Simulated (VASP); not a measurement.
Method: TPSS meta-GGA, VASP's PBE PAW potentials (set 64) (plane waves; VASP).

The input files of a VASP run:

### INCAR
```
SYSTEM = CaF2
PREC = Accurate
ENCUT = 520
EDIFF = 1E-6
NELM = 100
ALGO = Normal
LREAL = .FALSE.
LASPH = .TRUE.
ISMEAR = 0
SIGMA = 0.05
METAGGA = TPSS
LMIXTAU = .TRUE.
LWAVE = .FALSE.
LCHARG = .FALSE.
IBRION = 2
ISIF = 3
NSW = 60
EDIFFG = -0.02
```

File KPOINTS:
```
kpoints
0
Gamma
6 6 6
```

File POSCAR:
```
CaF2
1
   -0.0000000000     2.7377367693     2.7377367693
    2.7377367693    -0.0000000000     2.7377367693
    2.7377367693     2.7377367693     0.0000000000
Ca F
1 2
Direct
  0.0000000000   0.0000000000   0.0000000000
  0.2500000000   0.2500000000   0.2500000000
  0.7500000000   0.7500000000   0.7500000000
```

POTCAR, in this order: Ca_sv F (PBE.64 set). Program: vasp_std.

Output

### OSZICAR
```
       N       E                     dE             d eps       ncg     rms          rms(c)
DAV:   1     0.212648547892E+03    0.21265E+03   -0.13986E+04   512   0.154E+03
DAV:   2    -0.173120539825E+02   -0.22996E+03   -0.22538E+03   640   0.406E+02
DAV:   3    -0.281833362826E+02   -0.10871E+02   -0.10860E+02   632   0.100E+02
DAV:   4    -0.286781135570E+02   -0.49478E+00   -0.49462E+00   816   0.154E+01
DAV:   5    -0.286815651867E+02   -0.34516E-02   -0.34516E-02   640   0.141E+00    0.847E+00
DAV:   6    -0.297714636571E+02   -0.10899E+01   -0.12300E+02   512   0.137E+02    0.108E+01
DAV:   7    -0.298768889081E+02   -0.10543E+00   -0.18816E+00   656   0.146E+01    0.851E+00
DAV:   8    -0.292218206658E+02    0.65507E+00   -0.79393E+00   584   0.221E+01    0.117E+00
DAV:   9    -0.292599431022E+02   -0.38122E-01   -0.59037E-01   608   0.918E+00    0.110E+00
DAV:  10    -0.295474755601E+02   -0.28753E+00   -0.33390E-01   544   0.726E+00    0.203E-01
DAV:  11    -0.293488696069E+02    0.19861E+00   -0.12450E-01   728   0.408E+00    0.186E-01
DAV:  12    -0.293528801313E+02   -0.40105E-02   -0.67405E-02   672   0.268E+00    0.520E-01
DAV:  13    -0.293560870241E+02   -0.32069E-02   -0.48287E-02   568   0.209E+00    0.912E-02
DAV:  14    -0.293600136791E+02   -0.39267E-02   -0.28988E-03   552   0.680E-01    0.928E-02
DAV:  15    -0.293602447569E+02   -0.23108E-03   -0.26386E-04   616   0.169E-01    0.528E-02
DAV:  16    -0.293602315764E+02    0.13181E-04   -0.25789E-04   656   0.143E-01    0.750E-03
DAV:  17    -0.293602564563E+02   -0.24880E-04   -0.46456E-05   528   0.700E-02    0.639E-03
DAV:  18    -0.293602590843E+02   -0.26280E-05   -0.30678E-06   664   0.171E-02    0.372E-03
DAV:  19    -0.293602593449E+02   -0.26064E-06   -0.45557E-06   528   0.188E-02
   1 F= -.29360259E+02 E0= -.29360259E+02  d E =-.293603E+02
       N       E                     dE             d eps       ncg     rms          rms(c)
DAV:   1    -0.293623090660E+02   -0.20500E-02   -0.48970E-02   616   0.232E+00    0.347E-01
DAV:   2    -0.293604155300E+02    0.18935E-02   -0.98282E-03   536   0.819E-01    0.852E-02
DAV:   3    -0.293603338321E+02    0.81698E-04   -0.34285E-04   736   0.228E-01    0.379E-02
DAV:   4    -0.293602792840E+02    0.54548E-04   -0.30896E-04   792   0.148E-01    0.142E-02
DAV:   5    -0.293603109252E+02   -0.31641E-04   -0.80218E-06   560   0.305E-02    0.125E-02
DAV:   6    -0.293603034006E+02    0.75245E-05   -0.58664E-06   656   0.218E-02    0.749E-03
DAV:   7    -0.293603200508E+02   -0.16650E-04   -0.15715E-05   520   0.355E-02    0.201E-03
DAV:   8    -0.293603204987E+02   -0.44793E-06   -0.19141E-06   616   0.123E-02
   2 F= -.29360320E+02 E0= -.29360320E+02  d E =-.611538E-04
```

OUTCAR:
```
------------------------ aborting loop because EDIFF is reached ----------------------------------------
  FORCE on cell =-STRESS in cart. coord.  units (eV):
  Direction    XX          YY          ZZ          XY          YZ          ZX
  --------------------------------------------------------------------------------------
  Total       -0.0168186     -0.0168186     -0.0168186     -0.0000000     -0.0000000      0.0000000
  in kB       -0.6546185     -0.6546185     -0.6546185     -0.0000000     -0.0000000      0.0000000
  external PRESSURE =      -0.6546185 kB  Pullay stress =       0.0000000 kB
  volume of cell :       41.16
      direct lattice vectors                 reciprocal lattice vectors
     0.000000000  2.740482525  2.740482525    -0.182449622  0.182449622  0.182449622
     2.740482525  0.000000000  2.740482525     0.182449622 -0.182449622  0.182449622
     2.740482525  2.740482525  0.000000000     0.182449622  0.182449622 -0.182449622
 POSITION                                       TOTAL-FORCE (eV/Angst)
 -----------------------------------------------------------------------------------
      2.74048      2.74048      5.48097         0.000000      0.000000      0.000000
      1.37024      1.37024      1.37024        -0.000000     -0.000000      0.000000
      4.11072      4.11072      4.11072         0.000000     -0.000000     -0.000000
 -----------------------------------------------------------------------------------
    total drift:                                0.000000     -0.000000      0.000000
  FREE ENERGIE OF THE ION-ELECTRON SYSTEM (eV)
  ---------------------------------------------------
  free  energy   TOTEN  =       -29.3603204987 eV

  energy  without entropy=      -29.3603204987  energy(sigma->0) =      -29.36032050

 reached required accuracy - stopping structural energy minimisation
```
(Selected blocks of OUTCAR.)

### CONTCAR
```
CaF2
   1.00000000000000
     0.0000000000000000    2.7404825245291509    2.7404825245291509
     2.7404825245291509    0.0000000000000000    2.7404825245291509
     2.7404825245291509    2.7404825245291509    0.0000000000000000
  Ca              F
     1     2
Direct
     1.0000000000000000    1.0000000000000000    0.0000000000000000
     0.2500000000000000    0.2500000000000000    0.2500000000000000
     0.7500000000000000    0.7500000000000000    0.7500000000000000
```

The compound is CaF2 in the fluorite structure. This run relaxes it. Symmetry was kept, so distortions that lower it aren't found. The start is the result of an earlier pass.
